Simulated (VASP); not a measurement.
# GaAs (F-43m): a series in a change of volume

Wanted: the response of GaAs to a change of volume, as a table, with a fit that predicts a row left out.

Method: LDA; plane waves and PAW (Ga_d, As), in the first sound run; inputs show where later runs differ, in VASP 6.6.1.

## (1) The starting structure

It takes space group F-43m (No. 216, cubic). Conventional cell: a = 5.653 Å, b = 5.653 Å, c = 5.653 Å, α = 90.00°, β = 90.00°, γ = 90.00°. Ga has 4 As at 2.45 Å nearest. Nearest to As lie 4 Ga at 2.45 Å. Farther neighbours are not listed.

As a file:

```
Ga As
1.0
     0.00000    2.82650    2.82650
     2.82650    0.00000    2.82650
     2.82650    2.82650    0.00000
Ga As
1 1
Direct
  0.00000 0.00000 0.00000
  0.25000 0.25000 0.25000
```

## (2) Relax the crystal, LDA

The series starts from the cell that this level prefers, so that zero strain is near zero stress.

This step took 2 runs in a row; the last is shown.

Level: LDA; plane waves and PAW (Ga_d, As).

File INCAR:

```
SYSTEM = GaAs
PREC = Accurate
ENCUT = 450
EDIFF = 1E-07
NELM = 120
ISMEAR = 0
SIGMA = 0.02
LREAL = .FALSE.
ALGO = Normal
GGA = CA
NBANDS = 15
LASPH = .TRUE.
LORBIT = 11
LWAVE = .FALSE.
LCHARG = .FALSE.
KPAR = 24
IBRION = 2
NSW = 40
ISIF = 3
EDIFFG = -0.005
POTIM = 0.4
```

File POSCAR:

```
GaAs
1.0
    0.0000000000      2.8045101869      2.8045101869
    2.8045101869      0.0000000000      2.8045101869
    2.8045101869      2.8045101869      0.0000000000
Ga As
1 1
Direct
    0.0000000000      0.0000000000      0.0000000000
    0.2500000000      0.2500000000      0.2500000000
```

File KPOINTS:

```
Automatic mesh
0
Gamma
9 9 9
0 0 0
```

Potentials, in the order of the species: Ga_d and As (LDA family, release 64).

Run with:

```console
> mpirun -np 24 vasp_std
```

The log of the run:

```text
[banner, memory and clock lines left out]
running   24 mpi-ranks, on    1 nodes
[...]
|                                                                             |
|           W    W    AA    RRRRR   N    N  II  N    N   GGGG   !!!           |
|           W    W   A  A   R    R  NN   N  II  NN   N  G    G  !!!           |
|           W    W  A    A  R    R  N N  N  II  N N  N  G       !!!           |
|           W WW W  AAAAAA  RRRRR   N  N N  II  N  N N  G  GGG   !            |
|           WW  WW  A    A  R   R   N   NN  II  N   NN  G    G                |
|           W    W  A    A  R    R  N    N  II  N    N   GGGG   !!!           |
|                                                                             |
|     For optimal performance we recommend to set                             |
|       NCORE = 2 up to number-of-cores-per-socket                            |
|     NCORE specifies how many cores store one orbital (NPAR=cpu/NCORE).      |
|     This setting can greatly improve the performance of VASP for DFT.       |
[...]
|     Unfortunately you need to use the default for GW and RPA                |
|     calculations (for HF NCORE is supported but not extensively tested      |
|     yet).                                                                   |
|                                                                             |

 LDA part: xc-table for (Slater(with rela. corr.)+CA(PZ))
 , standard interpolation
 POSCAR, INCAR and KPOINTS ok, starting setup
[...]
entering main loop
       N       E                     dE             d eps       ncg     rms          rms(c)
DAV:   1     0.761070789415E+02    0.76107E+02   -0.84383E+03  1082   0.154E+03
DAV:   2    -0.376930612902E+01   -0.79876E+02   -0.76840E+02  1190   0.295E+02
DAV:   3    -0.977836301890E+01   -0.60091E+01   -0.59869E+01  1260   0.662E+01
DAV:   4    -0.987247987608E+01   -0.94117E-01   -0.94097E-01  1279   0.920E+00
[...]
DAV:  11    -0.963942157994E+01   -0.48186E-05   -0.65579E-06  1218   0.396E-02    0.241E-03
DAV:  12    -0.963942147193E+01    0.10800E-06   -0.45001E-07  1295   0.954E-03    0.191E-03
DAV:  13    -0.963942147271E+01   -0.77307E-09   -0.67322E-08   875   0.215E-03
   1 F= -.96394215E+01 E0= -.96394215E+01  d E =-.963942E+01
[...]
reached required accuracy - stopping structural energy minimisation
```

Run time: 4 s. Hardware: 24 MPI ranks of AMD EPYC 9R45, shared host; peak memory 3.3 GiB; 68 s of CPU time.

The logs omit lines about the potential files and the build; timing stands in the text.

From OUTCAR (step 2):

```text
  Total       -0.0019191     -0.0019191     -0.0019191      0.0000000      0.0000000     -0.0000000
  in kB       -0.0696962     -0.0696962     -0.0696962      0.0000000      0.0000000     -0.0000000
  external PRESSURE =      -0.0696962 kB  Pullay stress =       0.0000000 kB

 POSITION                                       TOTAL-FORCE (eV/Angst)
 -----------------------------------------------------------------------------------
      0.00000      0.00000      0.00000         0.000000      0.000000      0.000000
      1.40226      1.40226      1.40226        -0.000000     -0.000000     -0.000000
 -----------------------------------------------------------------------------------
    total drift:                                0.000001      0.000001      0.000001

  FREE ENERGIE OF THE ION-ELECTRON SYSTEM (eV)
  ---------------------------------------------------
  free  energy   TOTEN  =        -9.6394214727 eV

  energy  without entropy=       -9.6394214727  energy(sigma->0) =       -9.63942147

 reached required accuracy - stopping structural energy minimisation

[... 3 further parts left out ...]
[key lines of the parts left out:]
E-fermi :   4.1426
```

Read from the output:

```
energy(sigma→0) of the program : -9.6394 eV
stress, compression positive   : xx, yy, zz -0.01, -0.01, -0.01 GPa
volume                         : 44.117 Å³
ionic steps                    : 1
```

## (3) Relax at fixed volume, LDA

One member in full: the volume is scaled by 1.04, and the cell is held.

Level: LDA; plane waves and PAW (Ga_d, As).

INCAR: that of step 2 with these lines changed.

```diff
@@ -15,7 +15,8 @@
 LCHARG = .FALSE.
-KPAR = 24
+KPAR = 6
 IBRION = 2
 NSW = 40
-ISIF = 3
-EDIFFG = -0.005
+ISIF = 2
+EDIFFG = -0.004
 POTIM = 0.4
+MAXMIX = 40
```

File POSCAR:

```
GaAs
1.0
    0.0000000000      2.8414158690      2.8414158690
    2.8414158690      0.0000000000      2.8414158690
    2.8414158690      2.8414158690      0.0000000000
Ga As
1 1
Direct
    0.0000000000      0.0000000000      0.0000000000
    0.2500000000      0.2500000000      0.2500000000
```

KPOINTS is that of step 2.

Run with:

```console
> mpirun -np 6 vasp_std
```

The log of the run:

```text
[banner, memory and clock lines left out]
running    6 mpi-ranks, on    1 nodes
[...]
[... a notice as in an earlier step ...]

 LDA part: xc-table for (Slater(with rela. corr.)+CA(PZ))
 , standard interpolation
 POSCAR, INCAR and KPOINTS ok, starting setup
[...]
entering main loop
       N       E                     dE             d eps       ncg     rms          rms(c)
DAV:   1     0.789929221589E+02    0.78993E+02   -0.83239E+03  1050   0.149E+03
DAV:   2    -0.365097930726E+01   -0.82644E+02   -0.79366E+02  1183   0.299E+02
DAV:   3    -0.975057954833E+01   -0.60996E+01   -0.60803E+01  1309   0.674E+01
DAV:   4    -0.984431096415E+01   -0.93731E-01   -0.93721E-01  1213   0.936E+00
[...]
DAV:  11    -0.962500958526E+01   -0.50139E-05   -0.64993E-06  1169   0.399E-02    0.203E-03
DAV:  12    -0.962500948373E+01    0.10153E-06   -0.42558E-07  1344   0.892E-03    0.173E-03
DAV:  13    -0.962500948456E+01   -0.83082E-09   -0.69274E-08   847   0.208E-03
   1 F= -.96250095E+01 E0= -.96250095E+01  d E =-.962501E+01
[...]
reached required accuracy - stopping structural energy minimisation
```

Run time: 3.6 s. Hardware: 6 MPI ranks; peak memory 0.78 GiB.

Parts of OUTCAR (step 3):

```text
  Total       -0.7660520     -0.7660520     -0.7660520      0.0000000      0.0000000      0.0000000
  in kB      -26.7506543    -26.7506543    -26.7506543      0.0000000      0.0000000      0.0000000
  external PRESSURE =     -26.7506543 kB  Pullay stress =       0.0000000 kB

 POSITION                                       TOTAL-FORCE (eV/Angst)
 -----------------------------------------------------------------------------------
      0.00000      0.00000      0.00000        -0.000000      0.000000     -0.000000
      1.42071      1.42071      1.42071         0.000000     -0.000000      0.000000
 -----------------------------------------------------------------------------------
    total drift:                                0.000001      0.000001      0.000000

  FREE ENERGIE OF THE ION-ELECTRON SYSTEM (eV)
  ---------------------------------------------------
  free  energy   TOTEN  =        -9.6250094846 eV

  energy  without entropy=       -9.6250094846  energy(sigma->0) =       -9.62500948

[... 2 parts as in an earlier step ...]

[... 2 further parts left out ...]
[key lines of the parts left out:]
E-fermi :   3.7742
```

Read from the output:

| Property | Result |
| --- | --- |
| energy(sigma→0) of the program | -9.6250 eV |
| stress, compression positive | xx, yy, zz -2.68, -2.68, -2.68 GPa |
| ionic steps | 1 |

## (4) Band edges, HSE06 with spin-orbit coupling

Short lines in KPOINTS_OPT sample the zone centre, for masses, and the other valleys.

Level: HSE06, spin-orbit coupling; plane waves and PAW (Ga_d, As).

File INCAR:

```
SYSTEM = GaAs
PREC = Accurate
ENCUT = 450
EDIFF = 1E-06
NELM = 100
ISMEAR = 0
SIGMA = 0.02
LREAL = .FALSE.
ALGO = Normal
LHFCALC = .TRUE.
AEXX = 0.25
GGA = PE
HFSCREEN = 0.2
LASPH = .TRUE.
LNONCOLLINEAR = .TRUE.
MAGMOM = 0 0 0 0 0 0
NBANDS = 28
GGA_COMPAT = .FALSE.
LSORBIT = .TRUE.
PRECFOCK = Fast
LWAVE = .FALSE.
LCHARG = .FALSE.
KPAR = 6
```

POSCAR is that of step 3.

File KPOINTS:

```
Automatic mesh
0
Gamma
5 5 5
0 0 0
```

File KPOINTS_OPT:

```
Line mode
6
Line-mode
Reciprocal
  0.00000000   0.00000000   0.00000000
  0.02261127   0.02261127   0.00000000

  0.00000000   0.00000000   0.00000000
  0.00000000  -0.02261127  -0.02261127

  0.31000000   0.31000000   0.00000000
  0.50000000   0.50000000   0.00000000

  0.00000000   0.31000000   0.31000000
  0.00000000   0.50000000   0.50000000

  0.45000000   0.45000000   0.45000000
  0.50000000   0.50000000   0.50000000

  0.45000000   0.00000000   0.00000000
  0.50000000   0.00000000   0.00000000

  0.42500000   0.42500000   0.00000000
  0.42500000   0.44761127   0.02261127

  0.50000000   0.50000000   0.50000000
  0.48401142   0.51598858   0.50000000
```

Run with:

```console
> mpirun -np 6 vasp_ncl
```

The log of the run:

```text
[banner, memory and clock lines left out]
running    6 mpi-ranks, on    1 nodes
[...]
[... a notice as in an earlier step ...]

|                                                                             |
|               ----> ADVICE to this user running VASP <----                  |
|                                                                             |
|     You enforced a specific xc type in the INCAR file but a different       |
|     [... a line on the potential file left out ...]
|     I HOPE YOU KNOW WHAT YOU ARE DOING!                                     |
|                                                                             |

 LDA part: xc-table for (Slater+PW92), standard interpolation
 found WAVECAR, reading the header
 POSCAR, INCAR and KPOINTS ok, starting setup
[...]
reading WAVECAR
 the WAVECAR file was read successfully
 initial charge from wavefunction
 entering main loop
       N       E                     dE             d eps       ncg     rms          rms(c)
DAV:   1    -0.987997235943E+01   -0.98800E+01   -0.12913E+00  1128   0.223E+01    0.219E+00
DAV:   2    -0.987799883887E+01    0.19735E-02   -0.12247E-01   960   0.468E+00    0.171E+00
DAV:   3    -0.987410138753E+01    0.38975E-02   -0.11630E-02  1112   0.171E+00    0.107E+00
DAV:   4    -0.987314067203E+01    0.96072E-03   -0.21387E-03   916   0.574E-01    0.631E-01
[...]
DAV:   8    -0.987277021879E+01    0.86413E-05   -0.39964E-06   760   0.164E-02    0.631E-02
DAV:   9    -0.987276721020E+01    0.30086E-05   -0.16554E-06   744   0.102E-02    0.336E-02
DAV:  10    -0.987276692537E+01    0.28484E-06   -0.54298E-07   624   0.625E-03
   1 F= -.98727669E+01 E0= -.98727669E+01  d E =-.119457E-13  mag=    -0.0000     0.0000    -0.0000
 Start KPOINTS_OPT (optional k-point list driver)
k-point batch [1-14\48]
       N       E                     dE             ncg
DAV:   1     0.105091241886E+03   -0.71085E+03      836
DAV:   2    -0.170124817491E+04   -0.18063E+04      828
DAV:   3    -0.196054909799E+04   -0.25930E+03      932
DAV:   4    -0.197904047695E+04   -0.18491E+02      908
DAV:   5    -0.197943080423E+04   -0.39033E+00      864
DAV:   6    -0.197944193416E+04   -0.11130E-01     1084
DAV:   7    -0.197944219432E+04   -0.26016E-03      932
DAV:   8    -0.197944220161E+04   -0.72887E-05      688
DAV:   9    -0.197944220191E+04   -0.30551E-06      568
[...]
k-point batch [43-48\48]
       N       E                     dE             ncg
DAV:   1     0.435340622318E+04   -0.30316E+04      352
DAV:   2     0.357623126059E+04   -0.77717E+03      356
DAV:   3     0.347333698412E+04   -0.10289E+03      376
DAV:   4     0.346894824696E+04   -0.43887E+01      408
DAV:   5     0.346886106209E+04   -0.87185E-01      380
DAV:   6     0.346885762739E+04   -0.34347E-02      504
DAV:   7     0.346885755354E+04   -0.73854E-04      408
DAV:   8     0.346885755265E+04   -0.88353E-06      344
```

Run time: 23 min. Hardware: 6 MPI ranks; peak memory 2.2 GiB; 2.3 h of CPU time.

OUTCAR, selected parts (step 4):

```text
  LATTYP: Found a face centered cubic cell.
 ALAT       =     5.6828317380

 Subroutine GETGRP returns: Found 24 space group operations
 (whereof 24 operations were pure point group operations)

The static configuration has the point symmetry T_d .

 Found     14 irreducible k-points:

   k-points           NKPTS =     14   k-points in BZ     NKDIM =    125   number of bands    NBANDS=     28

   dimension x,y,z NGX =    28 NGY =   28 NGZ =   28
   dimension x,y,z NGXF=    56 NGYF=   56 NGZF=   56

   ENCUT  =  450.0 eV  33.07 Ry    5.75 a.u.   6.95  6.95  6.95*2*pi/ulx,y,z

   NELECT =      18.0000    total number of electrons

  exchange ACFDT corr.  =         0.00000000  see jH, gK, PRB 81, 115126

 E-fermi :   3.7337

 k-point     1 :       0.0000    0.0000    0.0000
  band No.  band energies     occupation
    ...
     14       3.2729      1.00000
     15       3.6368      1.00000
     16       3.6368      1.00000
     17       3.6368      1.00000
     18       3.6368      1.00000
     19       4.8171      0.00000
     20       4.8171      0.00000
     21       7.9520      0.00000
     22       7.9520      0.00000
     23       8.1397      0.00000
    ...

 k-point     2 :       0.2000    0.0000    0.0000
  band No.  band energies     occupation
    ...
     14       0.0906      1.00000
     15       2.8845      1.00000
     16       2.8845      1.00000
     17       3.1135      1.00000
     18       3.1165      1.00000
     19       5.8707      0.00000
     20       5.8707      0.00000
     21       8.7389      0.00000
     22       8.7389      0.00000
     23       8.8655      0.00000
    ...

 POSITION                                       TOTAL-FORCE (eV/Angst)
 -----------------------------------------------------------------------------------
      0.00000      0.00000      0.00000        -0.000000     -0.000000     -0.000000
      1.42071      1.42071      1.42071         0.000000      0.000000      0.000000
 -----------------------------------------------------------------------------------
    total drift:                                0.000014      0.000014      0.000010

  FREE ENERGIE OF THE ION-ELECTRON SYSTEM (eV)
  ---------------------------------------------------
  free  energy   TOTEN  =        -9.8727669254 eV

  energy  without entropy=       -9.8727669254  energy(sigma->0) =       -9.87276693

 Spin-Orbit-Coupling matrix elements
 Ion:    1  E_soc:     -0.0107432
 Ion:    2  E_soc:     -0.0235493

[... 1 part as in an earlier step ...]

[... 7 further parts left out ...]
```

Numbers from this step:

* energy(sigma→0) of the program: -9.8728 eV

## (5) All members

Hybrid runs start from orbitals of a short LDA run, not shown.

Runs beyond LDA use the data sets made with LDA; this shifts their levels slightly, and their total energies have another zero.

The other members went through these steps as far as the tables show, with the same cutoff and, step by step, the same mesh; 20 runs are not shown. The session took 17 core hours (wall time by ranks) on a shared machine.

| volume over the relaxed volume | volume (Å³/atom) | pressure (GPa) | energy above the unstrained row (meV/atom) | gap on the mesh, LDA (eV) |
| --- | --- | --- | --- | --- |
| 0.940 | 20.735 | 5.322 | 21.433 | 0.994 |
| 0.960 | 21.176 | 3.343 | 9.306 | 0.828 |
| 0.980 | 21.617 | 1.573 | 2.363 | 0.667 |
| 1 | 22.058 | -0.007 | 0.000 | 0.512 |
| 1.020 | 22.499 | -1.417 | 1.771 | 0.362 |
| 1.040 | 22.941 | -2.675 | 7.206 | 0.217 |
| 1.060 | 23.382 | -3.800 | 15.943 | 0.077 |

A cubic of the pressure in ln(V/V₀) through all rows has the slope −B at V₀: B = 75 GPa, and its curvature gives B′ = 4.7.

Band edges at HSE06 with spin-orbit coupling, counted from the valence-band top at Γ, spin-orbit pairs averaged, with one row partly withheld:

| volume over the relaxed volume | gap (eV) | conduction band at Γ (eV) | Δ or X valley along z (eV) | lowest conduction level at L, [111] (eV) | second valence level below the top (eV) | third valence level below the top (eV) |
| --- | --- | --- | --- | --- | --- | --- |
| 0.940 | 1.795 | 2.058 | 1.795 | 1.959 | 0.000 | 0.376 |
| 0.960 | 1.838 | 1.873 | 1.837 | 1.886 | 0.000 | 0.374 |
| 0.980 | 1.692 | 1.692 | 1.870 | 1.816 | 0.000 | 0.371 |
| 1 | 1.517 | 1.517 | 1.905 | 1.747 | 0.000 | 0.368 |
| 1.020 | ? | ? | 1.936 | 1.681 | 0.000 | 0.366 |
| 1.040 | 1.180 | 1.180 | 1.964 | 1.616 | 0.000 | 0.364 |
| 1.060 | 1.019 | 1.019 | 1.990 | 1.553 | 0.000 | 0.362 |

Conduction masses, in electron masses (the axis is [001]):

| volume over the relaxed volume | conduction mass at Γ, along the strain axis or the normal of the plane | L [111] mass, longitudinal | L [111] mass, transverse along [1-10] |
| --- | --- | --- | --- |
| 0.940 | 0.090 | 1.668 | 0.115 |
| 0.960 | 0.084 | 1.631 | 0.114 |
| 0.980 | 0.077 | 1.633 | 0.113 |
| 1 | 0.071 | 1.604 | 0.112 |
| 1.020 | 0.065 | 1.608 | 0.111 |
| 1.040 | 0.058 | 1.600 | 0.110 |
| 1.060 | 0.052 | 1.606 | 0.109 |

## (6) Working out the slope

The quantity to fit is the conduction level at Γ above the mean of the three top valence levels at HSE06 with spin-orbit coupling: 2.184, 1.997, 1.816, 1.639, 1.301, 1.140 eV in the rows shown.

Fitting a parabola to the 6 known rows (u: logarithm of the volume ratio) gives E = 1.803 u² − 8.686 u + 1.640 in eV; the residuals are 1.3e-4 eV r.m.s.

For the withheld row, u = 0.01980, the fit gives 1.4682 eV.

## (7) Checking the prediction

The calculation gives 1.4680 eV, so the prediction is 0.0002 eV too high.

## (8) Results

- bulk modulus: 75 GPa
- gap of the unstrained cell, HSE06 with spin-orbit coupling: 1.52 eV
- dE/d ln V of the conduction level at Γ above the mean of the three top valence levels, HSE06 with spin-orbit coupling: -8.69 eV
- error of the predicted row: 0.2 meV

At HSE06 with spin-orbit coupling the lowest conduction valley is in turn Δ or X, Γ from the first row to the last, and the gap runs between 1.02 and 1.84 eV. Hole masses are left out throughout, since the top bands are degenerate or cross in many series; of conduction masses, those of the Γ, L and (for Si and Ge under (001) strain) Δ valleys are kept where they change by under an eighth between rows. A measured gap of unstrained GaAs is 1.42 eV (arxiv:0805.2212, direct gap E0 at Gamma from PR, 300 K); the static gaps here belong to the lattice relaxed at LDA. HSE06 ran on a coarser mesh than the semilocal levels. Δ or X levels are the lowest on their line, refined by a parabola unless they lie at X; the gap is read from all points sampled and can differ from the lowest valley by some meV, or by tens of meV where strain moves the valence top off Γ. Temperature, zero-point motion and excitons are left out.

[Lines on the potential files, build, host, timing and source positions are cut from VASP's logs without a mark.]

[Logs are printed without paths, hosts, clocks, repeated set-up lines and the standing remarks that a program may print on its own settings, such as how far it seeks lower states.]

[Hosts, paths, dates, database ids (printed as entryN), source tags and the programs' standing remarks are cut or masked in the printed files.]

[In band tables of VASP the shares of atoms and orbitals are scaled to a sum of 1 inside the atoms' spheres.]
